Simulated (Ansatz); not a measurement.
# CdS: elastic constants from stress and strain

```xyz
2
Lattice="0.0000 2.9430 2.9430 2.9430 0.0000 2.9430 2.9430 2.9430 0.0000" Properties=species:S:1:pos:R:3 pbc="T T T"
Cd    0.0000    0.0000    0.0000
S     4.4144    4.4144    4.4144
```

Atom numbers follow the list: Cd1, S2.

The cell is the one relaxed in the Materials Project (mp-2469), not relaxed further here; entries there can be hypothetical.

All numbers below come from DFT, PBE, all-electron LAPW, scalar-relativistic (Ansatz 0.2.0).

Sampling and basis: a Γ-centred 7×7×7 k mesh, Fermi–Dirac smearing of 0.02 eV, basis error target 0.5 meV/atom, no spin polarisation.

The unstrained cell is at 1.19 GPa. Large strains and very small stresses are left out. Each strain is applied once, with fractional coordinates held (clamped ions), and σ below is the change of stress, positive in tension. One finite strain gives stress–strain coefficients at this pressure with an error of the order of the strain times third-order constants, a few per cent for each per cent of strain.

**Question.** With equal xy, yz and zx engineering shear strains of -1 %, the run gives σxy = -0.51 GPa and γxy = 2εxy = -0.0100. Which stiffness follows?

**Answer.** C44 (clamped ions) = σxy/γxy = 51 GPa.

**Question.** With equal xy, yz and zx engineering shear strains of +1 %, the run gives σxy = 0.48 GPa and γxy = 2εxy = 0.0100. Which stiffness follows?

**Answer.** C44 (clamped ions) = σxy/γxy = 48 GPa.

**Question.** The two estimates of C44 (clamped ions) differ. Why, and which value is best?

**Answer.** Finite strains add third-order terms, which change sign with the strain; interpolating the two linearly to zero strain gives 49 GPa, the better value.
